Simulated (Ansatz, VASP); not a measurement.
One calculation of BeS, two programs

```
CELL_PARAMETERS angstrom
0.00000 2.43817 2.43817
2.43817 0.00000 2.43817
2.43817 2.43817 0.00000
ATOMIC_POSITIONS crystal
Be 0.75000 0.75000 0.75000
S 0.00000 0.00000 0.00000
```

Alike in both runs: task relaxation of cell and atoms; functional PBE; k mesh 8 × 8 × 8; occupations gaussian, width 0.02 eV; no spin polarisation.

```csv
,VASP,Ansatz
version,VASP 6.6.1,Ansatz 0.2.0
potentials or method,"VASP PAW PBE potentials, release 64 (Be, S)","scalar-relativistic, plane waves, PAW"
plane-wave cutoff (eV),600,420
valence electrons in the cell,8,8
```

```csv
,VASP,Ansatz,Ansatz less VASP
"gap on the k mesh at the Fermi level, each at its own relaxed structure (eV)",3.15,3.15,-0.001
relaxed volume (Å³/atom),14.49,14.49,0.000
relaxed cell length with the largest relative difference (Å),3.448,3.448,0.0000
```

Caveats: the relaxation stopped at its first step, so nothing moved. As with any semilocal functional, this PBE gap is likely too small. A k mesh can miss the band edges.
